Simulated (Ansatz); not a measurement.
# MoSi2: changing the dispersion correction

The cell as given:

```
Mo Si
1.0
     4.58547    0.00000    0.00000
    -2.29274    3.97113    0.00000
     0.00000    0.00000    6.57976
Mo Si
3 6
Direct
  0.50000 0.50000 0.83333
  0.00000 0.50000 0.16667
  0.50000 0.00000 0.50000
  0.16387 0.32775 0.50000
  0.67225 0.83613 0.16667
  0.83613 0.16387 0.83333
  0.83613 0.67225 0.50000
  0.32775 0.16387 0.16667
  0.16387 0.83613 0.83333
```

Measurements of this composition are mostly on another form, of space group No. 139.

Kept alike: task relaxation of cell and atoms; functional PBEsol; k mesh 7 × 7 × 4; occupations fermi-dirac, width 0.05 eV; no spin polarisation. Program: Ansatz, Ansatz PAW, cutoff 420 eV. The mesh is that of the run's cell of 9 atoms. No spin-orbit coupling.

```csv
dispersion correction,volume (Å³/atom),first edge of the run's cell (Å),third edge of the run's cell (Å)
D3(BJ),12.838,4.527,6.509
D3(BJ)-ATM,12.910,4.536,6.520
D4,13.009,4.548,6.535
none,13.223,4.575,6.566
```

The relaxations keep at least the cell's symmetry (P6_222). Relaxations stop with a little pressure left, so the last digits of a volume or edge aren't settled. All rows use potentials made for PBE.

The volume runs from 12.838 (D3(BJ)) to 13.223 Å³/atom (none). Against no correction: D3(BJ) -2.9 %; D3(BJ)-ATM -2.4 %; D4 -1.6 %. Dispersion terms mostly attract and so lower the volume; the schemes' coefficients and damping set how far. The first edge of the run's cell runs from 4.527 (D3(BJ)) to 4.575 Å (none). The third edge of the run's cell runs from 6.509 (D3(BJ)) to 6.566 Å (none).
